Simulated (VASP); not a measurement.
Write the native input for VASP 6.6.1 that does the following.

- Task: single point
- Functional: PBE
- Potentials or basis: VASP PAW PBE potentials, release 64 (Ga_d, As)
- Cutoff: 520 eV
- k mesh: 6 × 6 × 6
- Occupations: fermi-dirac, width 0.05 eV
- Spin: no spin polarisation
- Dipole correction: no
- Further INCAR settings: ALGO = Normal; EDIFF = 1e-06; NBANDS = 16

The structure of GaAs lies in POSCAR:

```
GaAs
1.0
    0.0000000000      2.8655787852      2.7509556338
    2.8655787852      0.0000000000      2.7509556338
    2.8655787852      2.8655787852      0.0000000000
Ga As
1 1
Direct
    0.0000000000      0.0000000000      0.0000000000
    0.2500000000      0.2500000000      0.2500000000
```

One way to write it, as run:

INCAR

```
SYSTEM = GaAs
ALGO = Normal
EDIFF = 1E-6
ENCUT = 520
GGA = PE
ISIF = 2
ISMEAR = -1
LASPH = .TRUE.
LCHARG = .TRUE.
LELF = .TRUE.
LREAL = .FALSE.
LVHAR = .TRUE.
LWAVE = .FALSE.
NBANDS = 16
NELM = 100
PREC = Accurate
SIGMA = 0.05
```

KPOINTS

```
k-points
0
G
  6 6 6
  0 0 0
```

Potentials or basis: VASP PAW PBE potentials, release 64 (Ga_d, As).

Command:

```sh
$ cat potpaw_PBE.64/Ga_d/POTCAR potpaw_PBE.64/As/POTCAR > POTCAR
$ mpirun -np 1 vasp_std > vasp.out
```

It gave:

```
Pressure               : 3.4 GPa
Band gap on the k mesh : 0.36 eV, direct
```

It took 22 s on 1 thread of Intel(R) Xeon(R) Platinum 8488C (Sapphire Rapids) (shared host), peak memory 0.17 GiB.
